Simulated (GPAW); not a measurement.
A run of GPAW 26.7.0:

The input run.py:

```python
from ase import Atoms
from ase.dft.bandgap import bandgap
from ase.io import write
from ase.units import GPa
from gpaw import GPAW, PW

atoms = Atoms(['Te', 'Cd'],
              cell=[[0.0, 3.205, 3.205],
                    [3.205, 0.0, 3.205],
                    [3.205, 3.205, 0.0]],
              scaled_positions=[[0.75, 0.75, 0.75],
                                [0.0, 0.0, 0.0]],
              pbc=True)

calc = GPAW(mode=PW(600),
            xc='PBE',
            kpts={'size': (7, 7, 7), 'gamma': True},
            occupations={'name': 'methfessel-paxton', 'order': 0, 'width': 0.022},
            nbands=18,
            convergence={'density': 1e-05, 'energy': 1e-05},
            maxiter=150,
            txt='gpaw.txt')
atoms.calc = calc
energy = atoms.get_potential_energy()
forces = atoms.get_forces()
stress = atoms.get_stress()
calc.write('gs.gpw')
write('result.traj', atoms)
print(f'Energy: {energy:.6f} eV')
print('Forces (eV/A):')
print(forces.round(4))
print('Stress (GPa):', (stress / GPa).round(3))
print('Fermi level:', round(calc.get_fermi_level(), 4), 'eV')
print(f'Gap: {bandgap(calc)[0]:.4f} eV, direct: {bandgap(calc, direct=True)[0]:.4f} eV')
```

Potentials or basis: GPAW PAW data sets (gpaw-data 1.2.1), pw.

Launch:

```console
$ OMP_NUM_THREADS=1 python run.py
```

Hardware: 1 thread of Arm Neoverse V2 (shared host).

Task: Estimate the wall time of this run.

Result: Wall time 13 s on 1 thread of Arm Neoverse V2, on a shared host, peak memory 0.17 GiB. Counts: scf iterations 9, plane waves 2213, bands 18, k points 20.
